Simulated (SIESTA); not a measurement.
TaS2:

```
Ta S
1.0
     3.35000    0.00000    0.00000
    -1.67500    2.90119    0.00000
     0.00000    0.00000    5.86000
Ta S
1 2
Direct
  0.00000 0.00000 0.00000
  0.66667 0.33333 0.75000
  0.33333 0.66667 0.25000
```

Base run:

* Program: SIESTA 5.4.2
* Functional: vdW-DF
* Potentials or basis: PseudoDojo 0.4 standard (PBE files)
* Basis: DZP (energy shift 0.003 Ry; two zetas on semicore shells)
* Grid cutoff: 800 Ry
* Energy shift: 0.003 Ry
* k mesh: 9 × 9 × 5
* Occupations: fermi-dirac, width 0.05 eV
* Spin: no spin polarisation

Its results: band gap on the k mesh none (metal or under the smearing width); pressure 14.8 GPa; largest force 1.777 eV/Å.

Question: The run is repeated on the same cell with these changes: functional from vdW-DF to vdW-DF2. What comes out?

Answer: Band gap on the k mesh none (metal or under the smearing width); pressure 19.0 GPa; largest force 2.083 eV/Å.

Caveats: short orbitals over semicore shells can move pressures by several GPa; the potentials were made for another functional, which shifts forces and pressure; spin-orbit coupling is left out, which moves the levels of the heavy elements; the basis of atomic orbitals isn't converged, which shifts pressures, moduli and gaps.
